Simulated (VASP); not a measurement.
Input of a VASP 6.6.1 run:

INCAR

```
SYSTEM = InAs
PREC     = Accurate       ! precision mode
ENCUT    = 520            ! plane-wave cutoff, eV
EDIFF    = 1E-6           ! SCF threshold, eV
ISMEAR   = -1             ! smearing method
SIGMA    = 0.05           ! smearing width, eV
LREAL    = .False.        ! projectors in reciprocal space
LASPH    = .True.         ! aspherical terms in the spheres
NELM     = 100            ! most SCF steps
ALGO     = Normal         ! electronic algorithm
ISIF     = 2              ! what is computed and relaxed
LWAVE    = .False.        ! write WAVECAR
LCHARG   = .False.        ! write CHGCAR
GGA      = PE             ! functional
IVDW     = 12             ! dispersion correction
NBANDS   = 16             ! bands
```

KPOINTS

```
regular mesh
0
Gamma
  8 8 8
  0 0 0
```

Contents of POSCAR:

```
InAs
1.0
    0.0000000000      3.0567995630      3.0567995630
    3.0567995630      0.0000000000      3.0567995630
    3.0567995630      3.0567995630      0.0000000000
In As
1 1
Direct
    0.0000000000      0.0000000000      0.0000000000
    0.7500000000      0.7500000000      0.7500000000
```

Potentials or basis: VASP PAW PBE potentials, release 64 (In_d, As).

Launch:

```bash
$ cat potpaw_PBE.64/In_d/POTCAR potpaw_PBE.64/As/POTCAR > POTCAR
$ mpirun -np 1 vasp_std > vasp.out
```

(1) Predict the band gap on the k mesh.

(2) Predict the pressure.

Answers

(1) zero (filled and empty bands touch).

(2) 0.0 GPa.

Caveat: spin-orbit coupling is left out, which moves the levels of the heavy elements; pairwise dispersion overbinds metals, which lowers pressure and volume.

**Experimental background.**

From a printed reference work, data compilation, for a bulk crystal of InAs at 4.2 K: band gap 0.418 eV (direct).

Measured gap of InAs: 0.418 eV (direct; 4.2 K; a printed reference work, data compilation). This calculation gives 0.00 eV (-0.42 eV). Spin-orbit coupling on As, In is left out. The value is that of PBE+D3(BJ) on a finite k mesh, which can miss the band edges, without temperature or zero-point motion. Semilocal functionals fall short of measured gaps as a rule.
